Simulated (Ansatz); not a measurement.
**Nb: computed DOS**

```cif
data_structure
_symmetry_space_group_name_H-M 'Pm-3m'
_symmetry_Int_Tables_number 221
_cell_length_a 2.7168
_cell_length_b 2.7168
_cell_length_c 2.7168
_cell_angle_alpha 90.000
_cell_angle_beta 90.000
_cell_angle_gamma 90.000
_cell_volume 20.05
loop_
_atom_site_label
_atom_site_type_symbol
_atom_site_symmetry_multiplicity
_atom_site_Wyckoff_symbol
_atom_site_fract_x
_atom_site_fract_y
_atom_site_fract_z
_atom_site_occupancy
Nb1 Nb 1 a 0.00000 0.00000 0.00000 1
```

The runs use the primitive cell with vectors (2.717, 0.000, 0.000), (0.000, 2.717, 0.000), (0.000, 0.000, 2.717) Å, to which the k mesh refers.

The structure comes from a relaxation in the same program, started in the sc type, and has space group Pm-3m. Whether it is a known phase or the ground state wasn't checked.

Spin polarisation is left out, and whether a magnetic state lies lower isn't shown here.

The calculation used Ansatz 0.2.0, DFT, PBE, all-electron LAPW, scalar-relativistic.

Sampling and basis: a Γ-centred 13×13×13 k mesh, Fermi–Dirac smearing of 0.03 eV, basis error target 0.5 meV/atom, no spin polarisation.

States per eV and cell, averaged over 0.4 eV, from -5.4 to 2.4 eV, with energies (bin centres) from the Fermi level; empty bins are left out. The partial columns, the largest 3 alone, are projections on Löwdin-orthogonalised atomic shells (those that the program's projection atoms carry: the occupied ones and, for some elements, an empty d or f shell; other empty shells have no column), summed over atoms of an element. Weights on diffuse s and p shells depend on that basis and aren't pure angular character.

```tsv
E (eV)	total	Nb 4d	Nb 5s	Nb 4p
-5.3	0.04	0.00	0.03	0.00
-4.9	0.07	0.00	0.06	0.00
-4.5	0.11	0.01	0.09	0.00
-4.1	0.18	0.05	0.12	0.00
-3.7	0.44	0.28	0.14	0.01
-3.3	0.70	0.51	0.18	0.01
-2.9	1.24	0.97	0.24	0.02
-2.5	1.88	1.55	0.27	0.03
-2.1	1.07	0.95	0.09	0.01
-1.7	1.25	1.20	0.04	0.01
-1.3	1.59	1.50	0.06	0.01
-0.9	1.31	1.23	0.06	0.01
-0.5	1.85	1.71	0.08	0.02
-0.1	1.10	0.98	0.06	0.02
0.3	0.90	0.82	0.04	0.01
0.7	0.62	0.58	0.02	0.01
1.1	1.02	0.97	0.03	0.01
1.5	1.25	1.17	0.05	0.01
1.9	1.36	1.23	0.10	0.01
2.3	1.11	1.00	0.09	0.00
```

Task: Which of the resolved shells contributes most within 0.3 eV of the Fermi level?

Result: Nb 4d, with 90 % of all states there; Nb 5s follows with 5 %.

Task: Where is the centre of the filled Nb 4d states between -14 eV and the top of the filled states?

Result: -1.62 eV from the Fermi level.
